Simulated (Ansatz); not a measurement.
The structure comes from a relaxation in the same program, started in the sc type, and has space group Pm-3m. Whether it is a known phase or the ground state wasn't checked.

An input for Os: DFT, r2SCAN, PAW with Ansatz's default frozen-core files, scalar-relativistic (Ansatz 0.2.0). The PAW files were made with PBE; their cores are remade for this functional.

Command: `ansatz run input.yaml --threads 1 --pin off --max-ram 2048MiB --backend cpu --events-out ev --progress --plain --runs-dir out` The run took 6.4 s on 1 thread of Arm Neoverse V1, on a shared host, peak memory 0.39 GiB.

```yaml
crystal:
  lattice:
    - [2.5574094138, 0.0, 0.0]
    - [0.0, 2.5574094138, 0.0]
    - [0.0, 0.0, 2.5574094138]
  atoms:
    - { symbol: Os, position: [0.0, 0.0, 0.0] }
kpoints:
  mp_grid: { grid: [15, 15, 15] }
  band_path:
    path:
      - [0.0, 0.0, 0.0]
      - [0.0, 0.5, 0.0]
      - [0.5, 0.5, 0.0]
      - [0.0, 0.0, 0.0]
      - [0.5, 0.5, 0.5]
      - [0.0, 0.5, 0.0]
      - [0.5, 0.5, 0.5]
      - [0.5, 0.5, 0.0]
    npoints: 5
scf:
  occupations: { method: fermi_dirac, width: 0.05 }
hamiltonian:
  xc: r2scan
  pseudopotentials: { kind: paw }
output:
  forces: true
  stress: true
  eigenvalues: true
  efg: { contact_densities: true }
  write_density: true
  write_potential: true
  elf: true
  volumetric_format: npy
```

Set-up and iterations as logged by Ansatz (the results part is left out, to be predicted):

```
Engine: ansatz 0.2.0
Pseudopotentials: kind: paw
Pseudopotential: Os, paw, valence charge 16, recommended cutoff 500 eV (meta_gga)
Functional definition: r2SCAN
  parameter k0 = 0.174
  parameter k1 = 0.065
  parameter a1 = 4.9479
  exchange = r2scan_x(k0 = k0, k1 = k1, a1 = a1)
  correlation = r2scan_c
Crystal: 1 atoms, lattice volume = 16.726 Å³
Basis set: ecut = 500 eV, 437 PW (Γ), exchange–correlation on 80×80×80 points (64 copies of the dense FFT grid, shifted against one another)
Bands: 12, of which v1, the nominal top of the filled ones, is band 8 counted from 1 (7 counted from 0)
Symmetry: 48 space group operations
Space group: Pm-3m (ITA 221), of the structure as read, at distance tolerance 2.6e-5 Å
k-points: 120 of 3375
Non-local potential: Os, projectors of the file, l = 0: 3, l = 1: 2, l = 2: 2, l = 3: 1
PAW form: soft (Blöchl's): semilocal exchange-correlation on the pseudo side does not see the compensation charge
PAW frozen core: Os, regenerated for the run's functional (the file was generated under x = pbe(κ = 0.804, μ = 0.2195149727645171), c = pbe(β = 0.06672455060314922))
PAW one-centre angular grid: Os, 590 points (default); XC on 160 Gauss nodes
Initial density: superposition of atomic densities (neutral atoms: chi_scale 0, normalization atom), corrected by the library's trained network
Initial wavefunctions: pseudopotential atomic-orbital guess
Functional: x = r2scan, c = r2scan; τ floored in thin density (d = 2e-4 eV/Å³)
SCF iter   1: F=—  HF=-11396.008060 eV  |F-HF|=—  |Δ(HF+E_count)|=         —  Δρ=1.04e-2  dr2=1.13e-2  dr2_τ=1.39e-2  ethr=1.77e-3  ⟨swp⟩=5.0  Hψ=8452  notcnv=0
SCF iter   2: F=—  HF=-11396.025762 eV  |F-HF|=—  |Δ(HF+E_count)|=   1.77e-2  Δρ=6.11e-3  dr2=4.54e-3  dr2_τ=2.71e-4  ethr=7.04e-5  ⟨swp⟩=2.4  Hψ=3040  notcnv=0  defer=10
SCF iter   3: F=—  HF=-11396.025319 eV  |F-HF|=—  |Δ(HF+E_count)|=   4.44e-4  Δρ=1.13e-3  dr2=2.33e-4  dr2_τ=3.43e-5  ethr=2.84e-5  ⟨swp⟩=2.0  Hψ=2380  notcnv=0  defer=10
SCF iter   4: F=—  HF=-11396.025245 eV  |F-HF|=—  |Δ(HF+E_count)|=   7.42e-5  Δρ=1.12e-4  dr2=1.07e-6  dr2_τ=1.42e-6  ethr=1.46e-6  ⟨swp⟩=2.2  Hψ=1987  notcnv=0  defer=10
SCF iter   5: F=—  HF=-11396.025239 eV  |F-HF|=—  |Δ(HF+E_count)|=   5.40e-6  Δρ=2.77e-5  dr2=8.24e-8  dr2_τ=1.99e-8  ethr=6.67e-9  ⟨swp⟩=2.3  Hψ=2124  notcnv=0  defer=10
SCF iter   6: F=-11396.025239 eV  HF=-11396.025239 eV  |F-HF|=6.78e-9  |Δ(HF+E_count)|=   1.98e-7  Δρ=5.64e-6  dr2=4.07e-9  dr2_τ=2.05e-10  ethr=5.15e-10  ⟨swp⟩=5.5  Hψ=7903  notcnv=0
```

**Question.** What pressure will this run report?

**Answer.** -5.83 GPa (positive in compression).

**Question.** Is there a band gap?

**Answer.** none: bands cross the Fermi level, a metal.
